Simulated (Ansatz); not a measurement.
Input of an Ansatz 0.2.0 run:

Contents of input.yaml:

```yaml
crystal:
  lattice:
    - [3.335484782, 0.0, 0.0]
    - [-1.667742391, 2.8886145552, 0.0]
    - [0.0, 0.0, 5.50914292]
  atoms:
    - { symbol: In, position: [0.6666666667, 0.3333333333, 0.75] }
    - { symbol: In, position: [0.3333333333, 0.6666666667, 0.25] }
kpoints:
  mp_grid: { grid: [9, 9, 5] }
  band_path:
    path:
      - [0.0, 0.0, 0.0]
      - [0.5, 0.0, 0.0]
      - [0.3333333333, 0.3333333333, 0.0]
      - [0.0, 0.0, 0.0]
      - [0.0, 0.0, 0.5]
      - [0.5, 0.0, 0.5]
      - [0.3333333333, 0.3333333333, 0.5]
      - [0.0, 0.0, 0.5]
    npoints: 8
scf:
  occupations: { method: fermi_dirac, width: 0.05 }
hamiltonian:
  xc: pbesol
  pseudopotentials:
    kind: all_electron
    lapw: { basis_error: 0.001 }
    relativity: none
output:
  forces: true
  stress: true
  eigenvalues: true
```

Potentials or basis: all-electron LAPW, non-relativistic.

The run is started by

```bash
$ ansatz run input.yaml --threads 1 --pin off --max-ram 3072MiB --backend cpu --events-out ev --progress --plain --runs-dir out
```

(1) Estimate the pressure.

(2) What does it give for the band gap along the path?

Results:

(1) -1.1 GPa.

(2) none (metal or under the smearing width).

Caveat: relativity is left out, which matters for the heavier elements; spin-orbit coupling is left out, which moves the levels of the heavy elements.
